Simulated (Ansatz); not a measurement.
A run of Ansatz 0.2.0 is set up as follows.

File input.yaml:

```yaml
crystal:
  lattice:
    - [0.0, 2.702, 2.702]
    - [2.702, 0.0, 2.702]
    - [2.702, 2.702, 0.0]
  atoms:
    - { symbol: Zn, position: [0.75, 0.75, 0.75] }
    - { symbol: S, position: [0.0, 0.0, 0.0] }
kpoints:
  mp_grid: { grid: [9, 9, 9] }
scf:
  occupations: { method: gaussian, width: 0.029 }
hamiltonian:
  xc: pbe
  pseudopotentials: { kind: all_electron, lapw: { basis_error: 0.001 } }
output:
  forces: true
  stress: true
  eigenvalues: true
```

Potentials or basis: all-electron LAPW, scalar-relativistic.

Launch:

```sh
$ ansatz run input.yaml --threads 1 --pin off --max-ram 3072MiB --backend cpu --events-out ev --progress --plain --runs-dir out
```

(1) Estimate the band gap on the k mesh.

(2) What does it give for the pressure?

Results:

(1) 2.11 eV, direct.

(2) 1.6 GPa.

**Measured values to compare with.**

“Electronic, vibrational, and thermodynamic properties of ZnS (zincblende and rocksalt structure)”, 2009, arxiv:0911.5022 quotes, for a bulk crystal of ZnS at 19 K: band gap 3.85 eV (direct).

A measured gap of ZnS is 3.85 eV (direct; 19 K; quoted in “Electronic, vibrational, and thermodynamic properties of ZnS (zincblende and rocksalt structure)”, 2009, arxiv:0911.5022); the calculated 2.11 eV misses it by -1.74 eV. The value is that of PBE, without temperature or zero-point motion. Semilocal functionals fall short of measured gaps as a rule.
